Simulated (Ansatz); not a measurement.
System: cubic perovskite CsPbI3 (cubic high-temperature phase). Method: r²SCAN+SOC in Ansatz (plane waves, PAW).

Settings: plane-wave cutoff 560 eV, 6×6×6 k mesh, Fermi–Dirac smearing 0.01 eV, PAW data made under PBE.

Cell (relaxed at this level):

Space group Pm-3m (No. 221); a = 6.3328 Å, b = 6.3328 Å, c = 6.3328 Å, α = 90.00°, β = 90.00°, γ = 90.00°

| atom | site | symmetry | x | y | z |
|---|---|---|---|---|---|
| Cs | 1a | m-3m | 0.0000 | 0.0000 | 0.0000 |
| Pb | 1b | m-3m | 0.5000 | 0.5000 | 0.5000 |
| I | 3c | 4/mm.m | 0.0000 | 0.5000 | 0.5000 |

Predict the bulk modulus, band gap, direct gap at Γ and pressure derivative B′ of the bulk modulus.


- bulk modulus = 16.4 GPa
- band gap = 0.39 eV (direct)
- direct gap at Γ = 4.57 eV
- pressure derivative B′ of the bulk modulus = 4.8

Note: the relaxation could not lower the start's symmetry, so the cell can be a saddle point above a distorted one.

Computed values are for the static lattice.

It cost about 60 core-minutes (a rough figure) of CPU time.

Ansatz is an electronic-structure program.
